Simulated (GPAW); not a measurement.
Input of a GPAW 26.7.0 run:

File run.py:

```python
from ase import Atoms
from ase.filters import FrechetCellFilter
from ase.io import write
from ase.optimize import BFGS
from ase.units import GPa
from gpaw import GPAW, PW

atoms = Atoms(['Hg', 'Se'],
              cell=[[0.0, 3.039, 3.039],
                    [3.039, 0.0, 3.039],
                    [3.039, 3.039, 0.0]],
              scaled_positions=[[0.0, 0.0, 0.0],
                                [0.75, 0.75, 0.75]],
              pbc=True)

calc = GPAW(mode=PW(600),
            xc='PBE',
            kpts={'size': (8, 8, 8), 'gamma': True},
            occupations={'name': 'fermi-dirac', 'width': 0.05},
            nbands=18,
            convergence={'density': 1e-05, 'forces': 0.0001},
            maxiter=150,
            txt='gpaw.txt')
atoms.calc = calc
opt = BFGS(FrechetCellFilter(atoms, scalar_pressure=2 * GPa), trajectory='relax.traj', logfile='-')
done = opt.run(fmax=0.01, steps=60)
calc.write('gs.gpw')
write('result.traj', atoms)
print('Converged:', done)
print('Cell:', atoms.cell.cellpar().round(4))
print('Volume:', round(atoms.get_volume(), 4))
print(atoms.get_scaled_positions().round(5))
```

Potentials or basis: GPAW PAW data sets (gpaw-data 1.2.1), pw.

Run with:

```bash
$ OMP_NUM_THREADS=1 python run.py
```

(1) Predict the relaxed cell.

(2) Predict the space group after relaxing (to 0.05 Å).

Answers

(1) a = 4.372 Å, b = 4.372 Å, c = 4.372 Å, α = 60.00°, β = 60.00°, γ = 60.00°.

(2) F-43m (No. 216).

Caveat: later steps reuse the first step's grids.
